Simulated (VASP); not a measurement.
A run of VASP 6.6.1 is set up as follows.

INCAR

```
PREC = Accurate
ENCUT = 600
EDIFF = 1E-6
ISMEAR = 0
SIGMA = 0.03
LREAL = F
LASPH = T
NELM = 80
ALGO = Normal
ISIF = 3
LWAVE = F
LCHARG = F
GGA = PS
IBRION = 2
NSW = 90
EDIFFG = -0.01
```

The input KPOINTS:

```
regular mesh
0
Gamma
  8 8 8
```

The input POSCAR:

```
AlP
1.0
    0.0000000000      2.7255000000      2.7255000000
    2.7255000000      0.0000000000      2.7255000000
    2.7255000000      2.7255000000      0.0000000000
Al P
1 1
Direct
    0.0000000000      0.0000000000      0.0000000000
    0.2500000000      0.2500000000      0.2500000000
```

Potentials or basis: VASP PAW PBE potentials, release 64 (Al, P).

Run with:

```sh
$ cat potpaw_PBE.64/Al/POTCAR potpaw_PBE.64/P/POTCAR > POTCAR
$ mpirun -np 1 vasp_std > vasp.out
```

Problem. Predict the relaxed volume.

Solution. 20.47 Å³/atom.

Problem. Predict the relaxed cell.

Solution. a = 3.869 Å, b = 3.869 Å, c = 3.869 Å, α = 60.00°, β = 60.00°, γ = 60.00°.

Problem. Estimate the space group after relaxing (to 0.05 Å).

Solution. F-43m (No. 216).

Problem. Predict the band gap on the k mesh.

Solution. 1.45 eV, indirect (least direct gap 3.15 eV).

The path:
| step | energy change (eV) | largest force (eV/Å) | pressure (GPa) | volume (Å³) |
| --- | --- | --- | --- | --- |
| 1 | 0.0000 | 0.0000 | 1.00 | 40.49 |
| 2 | -0.0009 | 0.0000 | -0.60 | 41.24 |
| 3 | -0.0014 | 0.0000 | 0.00 | 40.95 |

Caveat: the PAW data sets were made with another functional, which shifts forces and pressure a little. PBEsol gaps usually lie below the measured ones, often by a third to a half.
